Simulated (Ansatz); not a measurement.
ZrSe2:

```xyz
3
Lattice="3.7980 0.0000 0.0000 -1.8990 3.2892 0.0000 0.0000 0.0000 6.1920" Properties=species:S:1:pos:R:3 pbc="T T T"
Zr    0.0000    0.0000    0.0000
Se    1.8990    1.0964    4.6440
Se    0.0000    2.1928    1.5480
```

Base run:

* Program: Ansatz 0.2.0
* Functional: PBE
* Potentials or basis: Ansatz PAW
* Cutoff: 420 eV (not typed: the program's choice for these potentials)
* k mesh: 8 × 8 × 5
* Occupations: fermi-dirac, width 0.05 eV
* Spin: no spin polarisation

Its results: band gap on the k mesh 0.41 eV, indirect (least direct gap 1.06 eV); pressure 1.9 GPa; largest force 0.284 eV/Å.

Problem. The run is repeated on the same cell with these changes: functional from PBE to PBEsol. What comes out?

Solution. Band gap on the k mesh 0.36 eV, indirect (least direct gap 1.02 eV); pressure -1.2 GPa; largest force 0.083 eV/Å.

PBEsol binds more tightly than PBE, so the same cell stands under less pressure.

Caveats: this functional lacks dispersion, which binds the layers, so the pressure and a relaxed spacing across them are unreliable; the PAW data sets come from PBE, with cores solved anew for the run's functional, which leaves a small shift of forces and pressure (some runs).

A k mesh can miss the band edges.
